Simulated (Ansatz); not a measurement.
**Rhenium, diamond under RPBE: structure, energy and stiffness**

What does RPBE give for rhenium in the diamond structure? We relax it, solve it on a dense k-mesh, then scale the cell to 7 volumes from 88 to 112 % of the relaxed one and try a fit of the equation of state. Spin polarisation is left out. The k-meshes are 10×10×10 for the relaxation; 16×16×16 for the dense run; 11×11×11 for the volumes.

This is Re in the diamond structure; at room conditions it is hcp.

Program: Ansatz 0.2.0. Level of theory: DFT RPBE, plane waves (420 eV) with PAW, scalar-relativistic; PBE-made PAW files. These are calculated values, not measurements.

## 1. Starting point

It takes space group Fd-3m (No. 227, cubic). The conventional cell has a = 5.416 Å, b = 5.416 Å, c = 5.416 Å, α = 90.00°, β = 90.00°, γ = 90.00°. Re (site symmetry -43m) has 4 Re at 2.35 Å as nearest neighbours.

As a file:

```
CELL_PARAMETERS angstrom
0.00000 2.70824 2.70824
2.70824 0.00000 2.70824
2.70824 2.70824 0.00000
ATOMIC_POSITIONS crystal
Re 0.12500 0.12500 0.12500
Re 0.87500 0.87500 0.87500
```

## 2. Geometry optimisation

Contents of input.yaml:

```yaml
crystal:
  lattice:
    - [0.0, 2.7082441576, 2.7082441576]
    - [2.7082441576, 0.0, 2.7082441576]
    - [2.7082441576, 2.7082441576, 0.0]
  atoms:
    - { symbol: Re, position: [0.125, 0.125, 0.125] }
    - { symbol: Re, position: [0.875, 0.875, 0.875] }
hamiltonian:
  xc: rpbe
  pseudopotentials:
    kind: paw
    azcp:
      Re: "pseudopotentials/Re.paw.azcp"
basis:
  ecutwfc: 420
  fft_grid_basis: typed
kpoints:
  mp_grid: { grid: [10, 10, 10], shift: [0, 0, 0] }
magnetization:
  spin_polarized: false
scf:
  occupations: { method: fermi_dirac, width: 0.1 }
relax:
  max_steps: 60
  f_tol: 0.01
  cell: {}
```

The runs that follow: The energy on a finer k-mesh; The cell scaled to 88 % of its volume; The cell scaled to 92 % of its volume; The cell scaled to 96 % of its volume; The cell scaled to 100 % of its volume; The cell scaled to 104 % of its volume; The cell scaled to 108 % of its volume; The cell scaled to 112 % of its volume.

What does the calculation give? Wanted: space group; conventional cell; volume; shortest distance; gap on the mesh; relative to hcp; highest ELF outside the cores; V₀, B₀, B₀′.

As calculated:

```
                      quantity                               value
space group (spins left aside)                     Fd-3m (No. 227)
             conventional cell                         a = 5.678 Å
                        volume                      22.879 Å³/atom
             shortest distance                             2.459 Å
               gap on the mesh        none (levels filled in part)
               relative to hcp                      +1548 meV/atom
 highest ELF outside the cores  0.56, 1.23 Å from the nearest atom
                   V₀, B₀, B₀′        22.861 Å³/atom, 171 GPa, 4.2
```

From the guessed start the volume grew by 15.2 % in 5 steps. It lies 1548 meV/atom above the element's reference form at the same level (hcp, from a run of its own). No gap shows: it is a metal or semimetal at this level. B₀ comes out at 171 GPa. Relaxation kept the symmetry; phonons were not checked.
